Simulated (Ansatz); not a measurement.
# TiO2 (Anatase): the cost of one run

Program: Ansatz 0.2.0. Level of theory: DFT PBEsol, scalar-relativistic, plane waves, PAW. These are calculated values, not measurements.

2 further runs of the same task are left out: 2 set aside as unsound or not needed.

**1. The starting structure**

Symmetry: I4_1/amd, No. 141, tetragonal system. Conventional cell: a = 3.770 Å, b = 3.770 Å, c = 9.552 Å, α = 90.00°, β = 90.00°, γ = 90.00°. Ti (site symmetry -4m2) is surrounded by 6 O at 1.93 to 1.98 Å. Around O (site symmetry 2mm) lie 3 Ti at 1.93 to 1.98 Å.

Structure file:

```
CELL_PARAMETERS angstrom
-1.88489 1.88489 4.77587
1.88489 -1.88489 4.77587
1.88489 1.88489 -4.77587
ATOMIC_POSITIONS crystal
Ti 0.00000 0.00000 0.00000
Ti 0.75000 0.25000 0.50000
O 0.20753 0.20753 0.00000
O 0.95753 0.45753 0.50000
O 0.54247 0.04247 0.50000
O 0.79247 0.79247 0.00000
```

This cell was relaxed beforehand with the same method: volume 11.31 Å³/atom, gap on the mesh 2.12 eV.

**2. Phonons at the zone centre**

File input.yaml:

```yaml
crystal:
  lattice:
    - [-1.8848916298, 1.8848916298, 4.7758664433]
    - [1.8848916298, -1.8848916298, 4.7758664433]
    - [1.8848916298, 1.8848916298, -4.7758664433]
  atoms:
    - { symbol: Ti, position: [0.0, 0.0, 0.0] }
    - { symbol: Ti, position: [0.75, 0.25, 0.5] }
    - { symbol: O, position: [0.2075275981, 0.2075275981, 0.0] }
    - { symbol: O, position: [0.9575275981, 0.4575275981, 0.5] }
    - { symbol: O, position: [0.5424724019, 0.0424724019, 0.5] }
    - { symbol: O, position: [0.7924724019, 0.7924724019, 0.0] }
basis:
  ecutwfc: 420
kpoints:
  mp_grid: { grid: [10, 10, 10] }
hamiltonian:
  xc: pbesol
scf:
  occupations: { method: fixed }
output:
  eigenvalues: true
phonons:
  method: dfpt
  dielectric: true
  rigid_motions: translations
  raman: true
  eigenvectors: true
```

Command:

```console
$ ansatz run input.yaml --threads 2 --pin off --max-ram 5120MiB --backend cpu --events-out ev --progress --plain --runs-dir out
```

Q: Estimate wall time and peak memory on 2 threads of Arm Neoverse N1, shared host.

About 48 min, with a peak of 3.8 GiB.
